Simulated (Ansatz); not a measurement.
# Relaxation path: Au (beta tin type)

DFT, PBE, PAW with Ansatz's default frozen-core files, scalar-relativistic (Ansatz 0.2.0); a Γ-centred 17×17×17 k mesh, Fermi–Dirac smearing of 0.1 eV, no spin polarisation. The run relaxes shape and atoms at held volume.

Command: `ansatz run input.yaml --threads 1 --pin off --max-ram 2048MiB --backend cpu --events-out ev --progress --plain --runs-dir out` It took 31 s on 1 thread of Intel(R) Xeon(R) 6975P-C (Granite Rapids) (shared host), peak memory 0.56 GiB.

PAW: frozen-core files, cutoff 420 eV; forces are relaxed below 0.005 eV/Å.

Each step lists its free energy a cell above the last geometry, the pressure, the cell vectors (Å), and Cartesian positions (Å) with forces (eV/Å).

The first step:

```
step 1  dF = 11.79 meV  P = 70.0 GPa
  cell -2.4438 2.4438 1.2548  2.4438 -2.4438 1.2548  2.4438 2.4438 -1.2548
  Au 0.0000 -1.2219 -0.3137   0.0000 0.0000 0.0000
  Au 0.0000 1.2219 0.3137   0.0000 0.0000 0.0000
```

Spin–orbit coupling is left out, which matters for the heavy atoms.

Task: Where does the relaxation end, and by which steps?

Result: After 4 geometries, with conventional a, b, c = 4.861, 4.861, 2.537 Å, at 14.988 Å³/atom and 69.5 GPa in space group I4_1/amd, with a shortest distance of 2.512 Å. The further steps:
```
step 2  dF = 7.15 meV  P = 69.4 GPa
  cell -2.4199 2.4199 1.2797  2.4199 -2.4199 1.2797  2.4199 2.4199 -1.2797
  Au 0.0000 -1.2099 -0.3199   0.0000 0.0000 0.0000
  Au 0.0000 1.2099 0.3199   0.0000 0.0000 0.0000
step 3  dF = 0.02 meV  P = 69.5 GPa
  cell -2.4299 2.4299 1.2691  2.4299 -2.4299 1.2691  2.4299 2.4299 -1.2691
  Au 0.0000 -1.2150 -0.3173   0.0000 0.0000 0.0000
  Au 0.0000 1.2150 0.3173   0.0000 0.0000 0.0000
step 4  dF = 0.00 meV  P = 69.5 GPa
  cell -2.4305 2.4305 1.2686  2.4305 -2.4305 1.2686  2.4305 2.4305 -1.2686
  Au 0.0000 -1.2152 -0.3171   0.0000 0.0000 0.0000
  Au 0.0000 1.2152 0.3171   0.0000 0.0000 0.0000
step 5  dF = -0.01 meV  P = 69.5 GPa  (same geometry on a basis chosen anew; earlier energies don't compare to the last digit)
  cell -2.4305 2.4305 1.2686  2.4305 -2.4305 1.2686  2.4305 2.4305 -1.2686
  Au 0.0000 -1.2152 -0.3171   0.0000 0.0000 0.0000
  Au 0.0000 1.2152 0.3171   0.0000 0.0000 0.0000
```
